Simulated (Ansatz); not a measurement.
## PbS under changes of volume

One of the cells (26.686 Å³/atom); the others are scaled copies at fixed shape and fractional positions:

```
Pb S
1.0
     2.11266    1.21975    3.45192
    -2.11266    1.21975    3.45192
     0.00000   -2.43949    3.45192
Pb S
1 1
Direct
  0.98057 0.98057 0.98057
  0.47504 0.47504 0.47504
```

The cell is a database's computed one.

| Quantity | Value |
| --- | --- |
| Program | Ansatz 0.2.0 |
| Functional | LDA |
| Potentials or basis | all-electron LAPW, scalar-relativistic |
| Cutoff | 179 eV (chosen from the basis error) |
| Basis error allowed | 0.001 eV/atom |
| k mesh | 8 × 8 × 8 |
| Occupations | fermi-dirac, width 0.05 eV |
| Spin | no spin polarisation |

```csv
volume (Å³/atom),energy over the lowest point (meV/atom),pressure (GPa),gap on the mesh (eV),largest force (eV/Å)
25.085,0.00,-0.3,0.13,0.028
25.618,3.06,-1.5,0.19,0.016
26.152,?,?,?,?
26.686,20.73,-3.7,0.32,0.005
27.220,34.59,-4.6,0.39,0.014
27.753,51.31,-5.4,0.44,0.024
28.287,70.59,-6.1,0.49,0.033
```

Q: What does the run at 26.152 Å³/atom give?

A: Energy over the lowest point 10.10 meV/atom; pressure -2.7 GPa; gap on the mesh 0.26 eV; largest force 0.005 eV/Å.

Worked out: A Birch-Murnaghan fit of order 3 (a polynomial in V^(-2/3)) to the other rows has its minimum at 24.98 Å³/atom, just outside them, with B0 = V·E''(V) = 64 GPa and B' = 4.2 at fixed shape and positions, which overstates the stiffness. It gives 10.10 meV/atom at 26.152 Å³/atom, against the run's 10.10, and -dE/dV = -2.7 GPa, against -2.7. A parabola through the other rows of the gap, of slope 3.14 eV per unit of ln V (its deformation potential) there, gives 0.26 eV, against the run's 0.26.

Energies are extrapolated to zero smearing.

Caveats: spin-orbit coupling is left out, which as a rule narrows the gap of such compounds by several tenths of an eV.

A mesh can miss the band edges.
